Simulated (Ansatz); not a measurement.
Which YAML input does this script hand to the engine? (the Python package of Ansatz (0.2.0))

Run as a notebook:

**Cell 1**
```python
import ansatz as az
import numpy as np
```

**Cell 2**
```python
lattice = az.Lattice.of(
    (4.5667, 0.0, 0.0),
    (0.0, 4.5667, 0.0),
    (0.0, 0.0, 4.5667),
)
sites = [
    ("Cs", (0.0, 0.0, 0.0)),
    ("I", (0.5, 0.5, 0.5)),
]
xtal = az.Crystal(lattice=lattice)
for symbol, position in sites:
    xtal = xtal.atom(symbol, position)
```

**Cell 3**
```python
setup = xtal.calculation()
setup = setup.pseudopotentials("paw")
setup = setup.kpoints(4).functional("pbesol")
setup = setup.basis(450).occupations("fixed")
setup = setup.dielectric()
outcome = setup.run(threads=1, pin="off")
response = outcome.dielectric
eps = np.asarray(response.eps_inf)

print("eps_inf")
print(np.round(eps, 3) + 0.0)
for site, z in zip(outcome.lattice.sites, response.zstar_e):
    print(f"{site.symbol:2s} Z* trace/3 = {np.trace(z) / 3:+.3f} e")
print(f"charge neutrality missed by {response.zstar_sum_residual_pre_e:.4f} e before the sum rule")
```
Output:
```text
eps_inf
[[3.399 0.    0.   ]
 [0.    3.399 0.   ]
 [0.    0.    3.399]]
Cs Z* trace/3 = +1.323 e
I  Z* trace/3 = -1.323 e
charge neutrality missed by 0.0034 e before the sum rule
```

`input.yaml`:
```yaml
crystal:
  lattice:
    - [4.5667, 0.0, 0.0]
    - [0.0, 4.5667, 0.0]
    - [0.0, 0.0, 4.5667]
  atoms:
    - { symbol: Cs, position: [0.0, 0.0, 0.0] }
    - { symbol: I, position: [0.5, 0.5, 0.5] }
basis:
  ecutwfc: 450.0
kpoints:
  mp_grid:
    grid: [4, 4, 4]
hamiltonian:
  xc: pbesol
  pseudopotentials:
    kind: paw
scf:
  occupations:
    method: fixed
dielectric: {}
```

Reading the output:
- The Fermi level of a run with fixed occupations marks the highest occupied state on its mesh, not mid-gap.
- Pressure is positive in compression.
- The structure is a deposited one; some such entries were measured under pressure or heat, so a shift against it needn't be the functional's error alone.
- This is the electronic (clamped-ion) response; a semilocal gap that is too small tends to raise it. The typed mesh is that of the SCF; the response is solved on denser meshes that the run picks.
- Hardware and time: 23 s on 1 thread of Arm Neoverse V1 (shared host), peak memory 0.56 GiB.

(Lines on the test bed's own set-up are left out of the output.)
